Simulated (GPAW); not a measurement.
**MgO2: equation of state with SCAN**

Crystal: MgO2.

```
Mg O
1.0
     4.82861    0.00000    0.00000
     0.00000    4.82861    0.00000
     0.00000    0.00000    4.82861
Mg O
4 8
Direct
  0.00000 0.00000 0.00000
  0.50000 0.00000 0.50000
  0.00000 0.50000 0.50000
  0.50000 0.50000 0.00000
  0.58942 0.91058 0.08942
  0.91058 0.08942 0.58942
  0.41058 0.41058 0.41058
  0.08942 0.58942 0.91058
  0.41058 0.08942 0.91058
  0.08942 0.91058 0.41058
  0.58942 0.58942 0.58942
  0.91058 0.41058 0.08942
```

The cell is a database's computed one.

```
Program             : GPAW 26.7.0
Task                : equation of state
Functional          : SCAN
Potentials or basis : GPAW PAW data sets (gpaw-data 1.2.1)
Cutoff              : 800 eV
Basis               : pw
k mesh              : 4 × 4 × 4
Occupations         : fermi-dirac, width 0.05 eV
Spin                : no spin polarisation
Maxiter             : 150
Eos scales          : [0.94, 0.96, 0.98, 1.0, 1.02, 1.04, 1.06]
```

```
Equilibrium volume                        : 9.38 Å³/atom (rough: see the caveat)
Bulk modulus at fixed shape and positions : 145 GPa (rough)
```

Energy against volume, from the lowest point:
| volume (Å³/atom) | energy (meV/atom) |
| --- | --- |
| 8.819 | 18.19 |
| 9.007 | 7.81 |
| 9.194 | 1.88 |
| 9.382 | 0.00 |
| 9.569 | 1.67 |
| 9.757 | 6.66 |
| 9.945 | 13.02 |

Wall time 19 min on 1 thread of Intel(R) Xeon(R) Platinum 8488C (Sapphire Rapids) (shared host), peak memory 1 GiB.

Caveat: the k mesh is coarse; the fit is doubtful: noisy points or a state that changes with volume; the points scatter about the fit; the cell was scaled at fixed shape and fractional positions, which overstates the stiffness of a crystal with free parameters, most of all of layers and chains; the PAW data sets were made with another functional, which shifts forces and pressure a little.
